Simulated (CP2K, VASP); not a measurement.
**CsSnI3: energy against volume and a worked fit**

```xyz
5
Lattice="6.2057 0.0000 0.0000 0.0000 6.2057 0.0000 0.0000 0.0000 6.2057" Properties=species:S:1:pos:R:3 pbc="T T T"
Cs    0.0000    0.0000    0.0000
I     3.1029    3.1029    0.0000
I     3.1029    0.0000    3.1029
I     0.0000    3.1029    3.1029
Sn    3.1029    3.1029    3.1029
```

The cell was measured well above room temperature.

The cell was scaled at fixed shape and fractions and run with CP2K, POTENTIAL_UZH Cs GTH-PBE-q9, I GTH-PBE-q7, Sn GTH-PBE-q4; TZVP-MOLOPT-PBE-GTH basis; PBEsol, k mesh 5 × 5 × 5 on the cell of 5 atoms, fermi-dirac occupations of 0.0259 eV, no spin polarisation, no spin-orbit coupling. The potentials were made for PBE. Energies are those that the program minimises, any entropy of the smearing included.

```tsv
V (Å³/atom)	energy over the lowest row (meV/atom)
44.9294	11.484
45.8853	5.161
46.8412	1.425
47.7972	0.000
48.7531	0.640
49.7091	?
50.6650	7.253
```

Question: Fit the third-order Birch-Murnaghan form, give V0, B0 and B′, and predict the energy left open.

Answer: With y = (V0/V)^(2/3), E = E0 + (9 V0 B0/16) [(y - 1)³ B′ + (y - 1)² (6 - 4y)]. Least squares through the rows shown give V0 = 47.9629 Å³/atom, E0 = -0.030 meV, B0 = 17.00 GPa (1 eV/Å³ = 160.218 GPa) and B′ = 4.66, with a largest miss of 0.001 meV. At V = 49.7091 the form with these constants gives 3.123 meV; the run gave 3.122 meV an atom. Other set-ups at this level, from all their volumes (Å³/atom, GPa): VASP, PBE PAW files Cs_sv, I, Sn_d, 520 eV (made for PBE): V0 45.873, B0 18.14.
